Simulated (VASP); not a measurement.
Write the native input for VASP 6.6.1 that does the following.

- Task: relaxation of cell and atoms
- Functional: PBEsol
- Potentials or basis: VASP PAW PBE potentials, release 64 (Ir)
- Cutoff: 600 eV
- k mesh: 6 × 6 × 4
- Occupations: gaussian, width 0.1 eV
- Spin: no spin polarisation
- Further INCAR settings: ALGO = Normal; EDIFF = 1e-07; IBRION = 2; EDIFFG = -0.005; NSW = 90; ISIF = 3

The structure of Ir lies in POSCAR:

```
Ir
1.0
    2.7181147100      0.0000000000      0.0000000000
   -1.3590573500      2.3539563900      0.0000000000
    0.0000000000      0.0000000000      4.4386813200
Ir
2
Direct
    0.3333333300      0.6666666700      0.2500000000
    0.6666666700      0.3333333300      0.7500000000
```

This isn't the form of Ir at room conditions, which is fcc.

The input as run:

INCAR

```
PREC = Accurate
ENCUT = 600
EDIFF = 1E-7
ISMEAR = 0
SIGMA = 0.1
LREAL = False
LASPH = True
NELM = 80
ALGO = Normal
ISIF = 3
LWAVE = False
LCHARG = False
GGA = PS
IBRION = 2
NSW = 90
EDIFFG = -0.005
```

KPOINTS

```
Automatic mesh
0
Gamma
  6 6 4
```

Potentials or basis: VASP PAW PBE potentials, release 64 (Ir).

Run with:

```bash
$ cat potpaw_PBE.64/Ir/POTCAR > POTCAR
$ mpirun -np 1 vasp_std > vasp.out
```

Results of the run:

```yaml
Relaxed_volume: 14.15 Å³/atom
Relaxed_cell: a = 2.734 Å, b = 2.734 Å, c = 4.373 Å, α = 90.00°, β = 90.00°, γ = 120.00°
Space_group_after_relaxing_to_0.05_Å: P6_3/mmc (No. 194)
Energy_gained_by_relaxing: 6.2 meV/atom
Ionic_steps: 8
Pressure_after_relaxing: 0.0 GPa
Band_gap_on_the_k_mesh: none (metal or under the smearing width)
```

Caveat: the k mesh is coarse (spacing up to 0.44 Å⁻¹), so the values aren't converged; the PAW data sets were made with another functional, which shifts forces and pressure a little.

It took 50 s on 1 thread of Intel(R) Xeon(R) Platinum 8488C (Sapphire Rapids) (shared host), peak memory 0.16 GiB.
